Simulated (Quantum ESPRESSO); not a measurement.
Runs of Quantum ESPRESSO 7.5 on NiO. The structure is cubic, space group Pm-3m (No. 221). Conventional cell: a = 2.505 Å, b = 2.505 Å, c = 2.505 Å, α = 90.00°, β = 90.00°, γ = 90.00°. Around Ni (site symmetry m-3m) lie 8 O at 2.17 Å. O (site symmetry m-3m) has 8 Ni at 2.17 Å as nearest neighbours. Measurements of this composition are mostly on another form, of space group No. 225.

```tsv
task	level	potentials or basis	spin	cell	k mesh	cutoff (eV)	mixing beta	mixing mode	diagonalization	startingwfc	form of the LDA correlation	other keys	mesh quality	gap on the mesh (eV)	pressure (GPa)	moment (μB)
phonons	PBE	SG15 PBE 1.2	collinear, ferromagnetic start	relaxed	4 × 4 × 4, shifted	952	0.3	TF	-	-	-	verbose = yes; mixing_mode = TF	coarse	none	-	0.00
single point	B86bPBE	SPMS 1.0 PBE	off	atoms moved at random, drawn with an rms of 0.1 Å	6 × 6 × 6	952	0.5	-	cg	atomic	-	diagonalization = cg; startingwfc = atomic	coarse	none	-	-
phonons	LDA	GBRV 1.5 LDA	collinear, ferromagnetic start	as given	6 × 6 × 6	612	0.3	-	-	-	PZ81	-	coarse	none	2.5	0.00
phonons	LDA	GBRV 1.5 LDA	collinear, ferromagnetic start	as given	4 × 4 × 4	612	0.3	-	-	-	PZ81	-	coarse	none	5.8	(a)
phonons	LDA	GBRV 1.5 LDA	collinear, ferromagnetic start	as given	8 × 8 × 8	612	0.3	-	-	-	PZ81	-	coarse	none	4.0	0.81
energy-loss spectrum	PBE	SG15 PBE 1.2	off	as given	6 × 6 × 6, shifted	952	0.5	-	-	-	-	-	coarse	none	-	-
phonons	LDA	GBRV 1.5 LDA	collinear, ferromagnetic start	as given	12 × 12 × 12	612	0.3	-	-	-	PZ81	-	not flagged	none	3.5	(b)
phonons	LDA	GBRV 1.5 LDA	collinear, ferromagnetic start	as given	14 × 14 × 14	612	0.3	-	-	-	PZ81	-	not flagged	none	3.5	0.59
```

Alike in all rows: smearing fermi-dirac 0.05 eV.

Problem. Fill in the values left out.

Solution. (a) 1.31; (b) 0.62.

Caveats: some runs use coarse meshes; semilocal functionals often make such compounds metallic where correlation or magnetic order opens a gap, which also shifts bond lengths; the mesh is thin for the phonons of a metal (some runs); the cell is more than 3 GPa from zero pressure, which shifts response properties (some runs); a cell with one magnetic atom can't hold antiferromagnetic order, which such compounds often take (some runs); some modes are imaginary (some runs); the potentials were made for another functional, which shifts forces and pressure (some runs); the Lanczos chain is short for so many electrons, so humps in the spectrum may be artefacts (some runs).

A gap of «none» marks a metal or a gap under the smearing width.
